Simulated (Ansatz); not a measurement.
# Si4O7: the cost of one run

Program: Ansatz 0.2.0. Level of theory: DFT PBEsol, scalar-relativistic, plane waves, PAW. These are calculated values, not measurements.

30 further runs of the same task are left out: 1 that didn't finish, 29 set aside as unsound or not needed.

**1. Starting point**

Symmetry: P4_12_12, No. 92, tetragonal system. The conventional cell has a = 5.028 Å, b = 5.028 Å, c = 7.009 Å, α = 90.00°, β = 90.00°, γ = 90.00°. Around Si (site symmetry 2) lie 4 O at 1.62 Å. O (site symmetry 1) is surrounded by 2 Si at 1.62 Å.

Coordinates:

```cif
data_structure
_symmetry_space_group_name_H-M 'P4_12_12'
_symmetry_Int_Tables_number 92
_cell_length_a 5.0281
_cell_length_b 5.0281
_cell_length_c 7.0089
_cell_angle_alpha 90.000
_cell_angle_beta 90.000
_cell_angle_gamma 90.000
_cell_volume 177.19
loop_
_atom_site_label
_atom_site_type_symbol
_atom_site_symmetry_multiplicity
_atom_site_Wyckoff_symbol
_atom_site_fract_x
_atom_site_fract_y
_atom_site_fract_z
_atom_site_occupancy
Si1 Si 4 a 0.29807 0.29807 0.00000 1
O1 O 8 b 0.23956 0.10195 0.17838 1
```

It is the result of an earlier relaxation at this level (volume 14.77 Å³/atom; gap on the mesh: 5.57 eV).

**2. Plan of the line**

Atoms count from 1 in the order of the input.

An atom moved over a plane that holds its own site and a neighbouring vacancy.

- path of O10 from its site (0) to the vacancy (1), 2.625 Å: 11 values from −0.125 to 1.125
- shift of O10 across the path, along a normal: 9 values from −0.900 to 0.900 Å

Nothing else is relaxed (all other atoms held at the sites of the perfect crystal). Points are written as (first, second).

**3. Grid point (0.250, 0.900 Å)**

Input file input.yaml:

```yaml
crystal:
  lattice:
    - [5.0280710349, 0.0, 0.0]
    - [0.0, 5.0280710349, 0.0]
    - [0.0, 0.0, 7.008869821]
  atoms:
    - { symbol: Si, position: [0.2980688287, 0.2980688287, 0.0] }
    - { symbol: Si, position: [0.2019311713, 0.7980688287, 0.25] }
    - { symbol: Si, position: [0.7019311713, 0.7019311713, 0.5] }
    - { symbol: Si, position: [0.7980688287, 0.2019311713, 0.75] }
    - { symbol: O, position: [0.3980463861, 0.7395636057, 0.4283767504] }
    - { symbol: O, position: [0.7604363943, 0.8980463861, 0.6783767504] }
    - { symbol: O, position: [0.6019536139, 0.2604363943, 0.9283767504] }
    - { symbol: O, position: [0.7395636057, 0.3980463861, 0.5716232496] }
    - { symbol: O, position: [0.8980463861, 0.7604363943, 0.3216232496] }
    - { symbol: O, position: [0.2314067767, 0.5284709987, 0.2200947049] }
    - { symbol: O, position: [0.1019536139, 0.2395636057, 0.8216232496] }
basis:
  ecutwfc: 420
kpoints:
  mp_grid: { grid: [4, 4, 4] }
hamiltonian:
  xc: pbesol
  pseudopotentials: { kind: paw, azcp: { folder: soft_1 } }
scf:
  occupations: { method: gaussian, width: 0.05 }
output:
  forces: true
  stress: true
  eigenvalues: true
  write_density: true
  write_potential: true
  elf: true
  volumetric_format: npy
```

Command:

```sh
$ ansatz run input.yaml --threads 4 --pin off --max-ram 8192MiB --backend cpu --events-out ev --progress --plain --runs-dir out
```

What time and memory should one allow on 4 threads of Arm Neoverse V2, shared host?

About 8.7 s, with a peak of 0.53 GiB.
